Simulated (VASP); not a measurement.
# Li (P6_3/mmc) in VASP: equation of state

How stiff is Li in PBE, and what volume does it want? The cell is scaled to several volumes.

All numbers are computed with VASP 6.6.1; they aren't measurements. Logs are shortened: lines on timing, memory, paths and dates and some standing lists are left out, and cuts for length are marked.

### 1 The structure

Symmetry: P6_3/mmc, No. 194, hexagonal system. The conventional cell has a = 3.034 Å, b = 3.034 Å, c = 10.216 Å, α = 90.00°, β = 90.00°, γ = 120.00°. Li (site symmetry -6m2) is surrounded by 12 Li at 3.03 to 3.10 Å. Li (site symmetry -3m) is surrounded by 12 Li at 3.03 to 3.10 Å.

This isn't the form of Li at room conditions, which is bcc.

### 2 Equation of state, PBE, 19.14 Å³/atom (volume scaled by 0.94)

INCAR

```
ALGO = Normal ; EDIFF = 1E-7
ENCUT = 520 ; GGA = PE
ISIF = 2 ; ISMEAR = -1
LASPH = True ; LCHARG = False
LREAL = False ; LWAVE = False
NBANDS = 14 ; NELM = 60
PREC = Accurate ; SIGMA = 0.05
```

KPOINTS

```
k-points
0
Gamma
  10 10 3
```

POSCAR

```
Li
1.0
    2.9724420569      0.0000000000      0.0000000000
   -1.4862210284      2.5742103326      0.0000000000
    0.0000000000      0.0000000000     10.0076551173
Li
4
Direct
    0.6666666667      0.3333333333      0.7500000000
    0.0000000000      0.0000000000      0.5000000000
    0.3333333333      0.6666666667      0.2500000000
    0.0000000000      0.0000000000      0.0000000000
```

Potentials or basis: VASP PAW PBE potentials, release 64 (Li_sv).

The run is started by

```console
cat potpaw_PBE.64/Li_sv/POTCAR > POTCAR
mpirun -np 1 vasp_std > vasp.out
```

OUTCAR:

```text
EDIFF = 1E-7
   ENCUT = 520
   GGA = PE
   ISIF = 2
   ISMEAR = -1
   LASPH = True
   LREAL = False
   NELM = 60
   PREC = Accurate

 Found     28 irreducible k-points:

 Following reciprocal coordinates:
            Coordinates               Weight
  0.000000  0.000000  0.000000      1.000000
  0.100000  0.000000  0.000000      6.000000
  0.200000  0.000000  0.000000      6.000000
  0.300000  0.000000  0.000000      6.000000
  0.400000 -0.000000  0.000000      6.000000
  0.500000  0.000000  0.000000      3.000000
   k-points           NKPTS =     28   k-points in BZ     NKDIM =     28   number of bands    NBANDS=     14
   number of dos      NEDOS =    301   number of ions     NIONS =      4
   total plane-waves  NPLWV =  46080
   dimension x,y,z NGX =    24 NGY =   24 NGZ =   80
   dimension x,y,z NGXF=    48 NGYF=   48 NGZF=  160
   ions per type =               4
   NGX,Y,Z   is equivalent  to a cutoff of  13.42, 13.42, 13.29 a.u.
   NGXF,Y,Z  is equivalent  to a cutoff of  26.85, 26.85, 26.58 a.u.
 SYSTEM =  unknown system
   PREC   = accura    normal or accurate (medium, high low for compatibility)
   ISTART =      0    job   : 0-new  1-cont  2-samecut
   ICHARG =      2    charge: 1-file 2-atom 10-const
   ISPIN  =      1    spin polarized calculation?
   LNONCOLLINEAR =      F non collinear calculations
   LSORBIT =      F    spin-orbit coupling
   LASPH  =      T    aspherical Exc in radial PAW
   ENCUT  =  520.0 eV  38.22 Ry    6.18 a.u.   5.53  5.53 18.61*2*pi/ulx,y,z
   NELM   =     60;   NELMIN=  2; NELMDL= -5     # of ELM steps
   EDIFF  = 0.1E-06   stopping-criterion for ELM
   LREAL  =      F    real-space projection
   EDIFFG = 0.1E-05   stopping-criterion for IOM
   NSW    =      0    number of steps for IOM
   IBRION =     -1    ionic relax: 0-MD 1-quasi-New 2-CG
   NFREE  =      0    steps in history (QN), initial steepest desc. (CG)
   ISIF   =      2    stress and relaxation
   ISYM   =      2    0-nonsym 1-usesym 2-fastsym
   POTIM  = 0.5000    time-step for ionic-motion
   TEBEG  =    0.0;   TEEND  =   0.0 temperature during run
   PSTRESS=    0.0 pullay stress
   NELECT =      12.0000    total number of electrons
   NUPDOWN=      -1.0000    fix difference up-down
   EMIN   =  10.00;   EMAX   =-10.00  energy-range for DOS
   EFERMI =   0.00;   METHOD = LEGACY
   ISMEAR =    -1;   SIGMA  =   0.05  broadening in eV -4-tet -1-fermi 0-gaus
   EFERMI_NEDOS =   21; number of points for ismear=-14 and -15
   IALGO  =     38    algorithm
   IMIX   =      4    mixing-type and parameters
     AMIX     =   0.40;   BMIX     =  1.00
     AMIX_MAG =   1.60;   BMIX_MAG =  1.00
  volume/ion in A,a.u.               =      19.14       129.19
  Fermi-wavevector in a.u.,A,eV,Ry     =   0.882616  1.667903 10.599098  0.779012
  Thomas-Fermi vector in A             =   2.003272
   LORBIT       =      0    0 simple, 1 ext, 2 COOP (PROOUT), +10 PAW based schemes
   GGA     = PE    functional components
   LHFCALC =     F    Hartree Fock is set to
   AEXX    =    0.0000 exact exchange contribution
   IVDW    =     0    specifies the selected vdW correction
   LEPSILON=     F    determine dielectric tensor
   LRPA    =     F    only Hartree local field effects (RPA)
 non-spin polarized calculation
  energy-cutoff  :      520.00
  volume of cell :       76.58
 maximum number of plane-waves:      2101
 NGX is ok and might be reduce to    24
   NGX = 11   NGY = 11   NGZ = 37

 number of electron      12.0000041 magnetization

 Free energy of the ion-electron system (eV)
  ---------------------------------------------------
  ext. energy  EPLUGINS =         0.00000000
  ---------------------------------------------------
  free energy    TOTEN  =        -7.61582228 eV

  energy without entropy =       -7.59780440  energy(sigma->0) =       -7.60681334

 E-fermi :   0.7406     XC(G=0):  -7.1848

 val. band max:        0.6403136295   @ k =   0.4000   0.1000   0.3333
 cond. band min:       0.7736288504   @ k =   0.3000   0.2000   0.3333
 fundamental gap:      0.1333152209
 Fermi energy:         0.7405516861

 k-point     1 :       0.0000    0.0000    0.0000
  band No.  band energies     occupation
      1     -45.6461      2.00000
      2     -45.6360      2.00000
      3     -45.6360      2.00000
      4     -45.6258      2.00000
      5      -2.8446      2.00000
      6      -1.7564      2.00000
      7      -1.7556      2.00000
      8       0.5805      1.92182
      9       3.6626      0.00000
     10       8.6112      0.00000
     11       8.6144      0.00000
     12      14.1934      0.00000
     13      14.1935      0.00000
     14      14.7667      0.00000

 k-point     2 :       0.1000    0.0000    0.0000
  band No.  band energies     occupation
      1     -45.6440      2.00000
      2     -45.6344      2.00000
      3     -45.6343      2.00000
      4     -45.6247      2.00000
      5      -2.6790      2.00000
      6      -1.5848      2.00000
      7      -1.5839      2.00000
      8       0.8033      0.44346
      9       3.7231      0.00000
     10       8.6935      0.00000
     11       8.7045      0.00000
     12      12.5389      0.00000
     13      13.0793      0.00000
     14      13.6381      0.00000
[... 37 lines left out ...]
      1     -45.6251      2.00000
      2     -45.6208      2.00000
      3     -45.6207      2.00000
      4     -45.6164      2.00000
      5      -0.2290      2.00000
      6       0.8006      0.46253
      7       0.8139      0.37492
      8       3.0736      0.00000
      9       4.0752      0.00000
     10       5.3631      0.00000
     11       5.6400      0.00000
     12       7.2580      0.00000
     13       8.6017      0.00000
     14       9.5240      0.00000

 k-point     6 :       0.5000    0.0000    0.0000
  band No.  band energies     occupation
      1     -45.6224      2.00000
      2     -45.6192      2.00000
      3     -45.6191      2.00000
      4     -45.6159      2.00000
      5       0.7769      0.65214
      6       1.3560      0.00001
      7       1.5128      0.00000
      8       2.1417      0.00000
      9       4.3808      0.00000
     10       4.4314      0.00000
     11       5.8697      0.00000
     12       6.5640      0.00000
     13       7.5091      0.00000
     14       8.5709      0.00000

 [... further k-points ...]

------------------------ aborting loop because EDIFF is reached ----------------------------------------

  FORCE on cell =-STRESS in cart. coord.  units (eV):
  Direction    XX          YY          ZZ          XY          YZ          ZX
  --------------------------------------------------------------------------------------
  -------------------------------------------------------------------------------------
  Total        0.5257659      0.5257659      0.0614393      0.0000000     -0.0000000      0.0000000
  in kB       11.0005204     11.0005204      1.2854859      0.0000000     -0.0000000      0.0000000
  external PRESSURE =       7.7621755 kB  Pullay stress =       0.0000000 kB

 VOLUME and BASIS-vectors are now :
 -----------------------------------------------------------------------------
  energy-cutoff  :      520.00
  volume of cell :       76.58
      direct lattice vectors                 reciprocal lattice vectors
     2.972442057  0.000000000  0.000000000     0.336423715  0.194234323  0.000000000
    -1.486221028  2.574210333  0.000000000     0.000000000  0.388468645  0.000000000
     0.000000000  0.000000000 10.007655117     0.000000000  0.000000000  0.099923507

 POSITION                                       TOTAL-FORCE (eV/Angst)
 -----------------------------------------------------------------------------------
      1.48622      0.85807      7.50574         0.000000     -0.000000     -0.000000
      0.00000      0.00000      5.00383        -0.000000      0.000000      0.000000
     -0.00000      1.71614      2.50191         0.000000      0.000000     -0.000000
      0.00000      0.00000      0.00000        -0.000000      0.000000      0.000000
 -----------------------------------------------------------------------------------
    total drift:                               -0.000000      0.000000     -0.000000

  FREE ENERGIE OF THE ION-ELECTRON SYSTEM (eV)
  ---------------------------------------------------
  free  energy   TOTEN  =        -7.6158222782 eV

  energy  without entropy=       -7.5978044044  energy(sigma->0) =       -7.60681334
```

Wall time 12 s (1 thread of Intel Xeon 6975P-C (Granite Rapids), shared host); peak memory 0.18 GiB.

What came out:

```
Free energy            : -7.6158 eV
Band gap on the k mesh : none (metal or under the smearing width)
```

Caveat: the cutoff is under 1.25 times the usual one of these potentials, so pressure, stress and relaxed cells hold a basis-set (Pulay) error.

### 3 Equation of state, PBE, 19.55 Å³/atom (volume scaled by 0.96)

INCAR

```
  PREC = Accurate
  ENCUT = 520
  EDIFF = 1E-7
  ISMEAR = -1
  SIGMA = 0.05
  LREAL = False
  LASPH = True
  NELM = 60
  ALGO = Normal
  ISIF = 2
  LWAVE = False
  LCHARG = False
  GGA = PE
  NBANDS = 14
```

KPOINTS

```
Automatic mesh
0
Gamma
  10 10 3
```

POSCAR

```
Li
1.0
    2.9933754371      0.0000000000      0.0000000000
   -1.4966877186      2.5923391716      0.0000000000
    0.0000000000      0.0000000000     10.0781338838
Li
4
Direct
    0.6666666667      0.3333333333      0.7500000000
    0.0000000000      0.0000000000      0.5000000000
    0.3333333333      0.6666666667      0.2500000000
    0.0000000000      0.0000000000      0.0000000000
```

Potentials or basis: VASP PAW PBE potentials, release 64 (Li_sv).

The run is started by

```console
cat potpaw_PBE.64/Li_sv/POTCAR > POTCAR
mpirun -np 1 vasp_std > vasp.out
```

It took 12 s on 1 thread of Intel Xeon 6975P-C (Granite Rapids), shared host; peak memory 0.18 GiB.

The run converged. Its results:

| Item | Value |
| --- | --- |
| Free energy | -7.6232 eV |
| Band gap on the k mesh | none (metal or under the smearing width) |

Caveat: the cutoff is under 1.25 times the usual one of these potentials, so pressure, stress and relaxed cells hold a basis-set (Pulay) error.

### 4 Equation of state, PBE, 19.96 Å³/atom (volume scaled by 0.98)

INCAR

```
ALGO = Normal
EDIFF = 1E-7
ENCUT = 520
GGA = PE
ISIF = 2
ISMEAR = -1
LASPH = T
LCHARG = F
LREAL = F
LWAVE = F
NBANDS = 14
NELM = 80
PREC = Accurate
SIGMA = 0.05
```

KPOINTS

```
k-points
0
Gamma
  10 10 3
```

POSCAR

```
Li
1.0
    3.0140200580      0.0000000000      0.0000000000
   -1.5070100290      2.6102179378      0.0000000000
    0.0000000000      0.0000000000     10.1476404519
Li
4
Direct
    0.6666666667      0.3333333333      0.7500000000
    0.0000000000      0.0000000000      0.5000000000
    0.3333333333      0.6666666667      0.2500000000
    0.0000000000      0.0000000000      0.0000000000
```

The run is started by

```console
cat potpaw_PBE.64/Li_sv/POTCAR > POTCAR
mpirun -np 1 vasp_std > vasp.out
```

It took 12 s on 1 thread of Intel Xeon 6975P-C (Granite Rapids), shared host; peak memory 0.18 GiB.

It converged, with:

- Free energy: -7.6273 eV
- Band gap on the k mesh: none (metal or under the smearing width)

Caveat: the cutoff is under 1.25 times the usual one of these potentials, so pressure, stress and relaxed cells hold a basis-set (Pulay) error.

### 5 Equation of state, PBE, 20.77 Å³/atom (volume scaled by 1.02)

INCAR

```
SYSTEM = Li
PREC = Accurate
ENCUT = 520
EDIFF = 1E-7
ISMEAR = -1
SIGMA = 0.05
LREAL = .FALSE.
LASPH = .TRUE.
NELM = 60
ALGO = Normal
ISIF = 2
LWAVE = .FALSE.
LCHARG = .FALSE.
GGA = PE
NBANDS = 14
```

KPOINTS

```
regular mesh
0
G
  10 10 3
  0 0 0
```

POSCAR

```
Li
1.0
    3.0544815312      0.0000000000      0.0000000000
   -1.5272407656      2.6452586015      0.0000000000
    0.0000000000      0.0000000000     10.2838666462
Li
4
Direct
    0.6666666667      0.3333333333      0.7500000000
    0.0000000000      0.0000000000      0.5000000000
    0.3333333333      0.6666666667      0.2500000000
    0.0000000000      0.0000000000      0.0000000000
```

The run is started by

```console
cat potpaw_PBE.64/Li_sv/POTCAR > POTCAR
mpirun -np 1 vasp_std > vasp.out
```

It took 12 s on 1 thread of Intel Xeon 6975P-C (Granite Rapids), shared host; peak memory 0.19 GiB.

It converged, with:

```yaml
Free_energy: -7.6266 eV
Band_gap_on_the_k_mesh: none (metal or under the smearing width)
```

Caveat: the cutoff is under 1.25 times the usual one of these potentials, so pressure, stress and relaxed cells hold a basis-set (Pulay) error.

### 6 Equation of state, PBE, 21.18 Å³/atom (volume scaled by 1.04)

INCAR

```
PREC = Accurate ; ENCUT = 520
EDIFF = 1E-7 ; ISMEAR = -1
SIGMA = 0.05 ; LREAL = F
LASPH = T ; NELM = 100
ALGO = Normal ; ISIF = 2
LWAVE = F ; LCHARG = F
GGA = PE ; NBANDS = 14
```

KPOINTS

```
Automatic mesh
0
Gamma
  10 10 3
```

POSCAR

```
Li
1.0
    3.0743163827      0.0000000000      0.0000000000
   -1.5371581913      2.6624360867      0.0000000000
    0.0000000000      0.0000000000     10.3506468722
Li
4
Direct
    0.6666666667      0.3333333333      0.7500000000
    0.0000000000      0.0000000000      0.5000000000
    0.3333333333      0.6666666667      0.2500000000
    0.0000000000      0.0000000000      0.0000000000
```

Potentials or basis: VASP PAW PBE potentials, release 64 (Li_sv).

The run is started by

```console
cat potpaw_PBE.64/Li_sv/POTCAR > POTCAR
mpirun -np 1 vasp_std > vasp.out
```

It took 14 s on 1 thread of Intel Xeon 6975P-C (Granite Rapids), shared host; peak memory 0.19 GiB.

The run converged. Its results:

- Free energy: -7.6223 eV
- Band gap on the k mesh: none (metal or under the smearing width)

Caveat: the cutoff is under 1.25 times the usual one of these potentials, so pressure, stress and relaxed cells hold a basis-set (Pulay) error.

### 7 Equation of state, PBE, 21.59 Å³/atom (volume scaled by 1.06)

INCAR

```
SYSTEM = Li
PREC = Accurate ; ENCUT = 520
EDIFF = 1E-7 ; ISMEAR = -1
SIGMA = 0.05 ; LREAL = .False.
LASPH = .True. ; NELM = 60
ALGO = Normal ; ISIF = 2
LWAVE = .False. ; LCHARG = .False.
GGA = PE ; NBANDS = 14
```

KPOINTS

```
Automatic mesh
0
Gamma
  10 10 3
  0 0 0
```

POSCAR

```
Li
1.0
    3.0938985436      0.0000000000      0.0000000000
   -1.5469492718      2.6793947355      0.0000000000
    0.0000000000      0.0000000000     10.4165763369
Li
4
Direct
    0.6666666667      0.3333333333      0.7500000000
    0.0000000000      0.0000000000      0.5000000000
    0.3333333333      0.6666666667      0.2500000000
    0.0000000000      0.0000000000      0.0000000000
```

The run is started by

```console
cat potpaw_PBE.64/Li_sv/POTCAR > POTCAR
mpirun -np 1 vasp_std > vasp.out
```

Run time: 12 s. Hardware: 1 thread of Intel Xeon 6975P-C (Granite Rapids), shared host; peak memory 0.19 GiB.

Results (log left out):

```
Free energy            : -7.6157 eV
Band gap on the k mesh : none (metal or under the smearing width)
```

Caveat: the cutoff is under 1.25 times the usual one of these potentials, so pressure, stress and relaxed cells hold a basis-set (Pulay) error.

### 8 Equation of state, PBE

Potentials or basis: VASP PAW PBE potentials, release 64 (Li_sv).

No new run: the results of the series are fitted here.

Results:

* Equilibrium volume: 20.31 Å³/atom
* Bulk modulus at fixed shape and positions: 13.7 GPa
* Pressure derivative of the bulk modulus: 3.5

Energy against volume, from the lowest point:
```
volume (Å³/atom)  energy (meV/atom)
          19.144               3.12
          19.551               1.28
          19.959               0.26
          20.366               0.00
          20.773               0.44
          21.180               1.50
          21.588               3.15
```

Caveat: the cutoff is under 1.25 times the usual one of these potentials, so pressure, stress and relaxed cells hold a basis-set (Pulay) error; the cell was scaled at fixed shape and fractional positions, which overstates the stiffness of a crystal with free parameters, most of all of layers and chains.
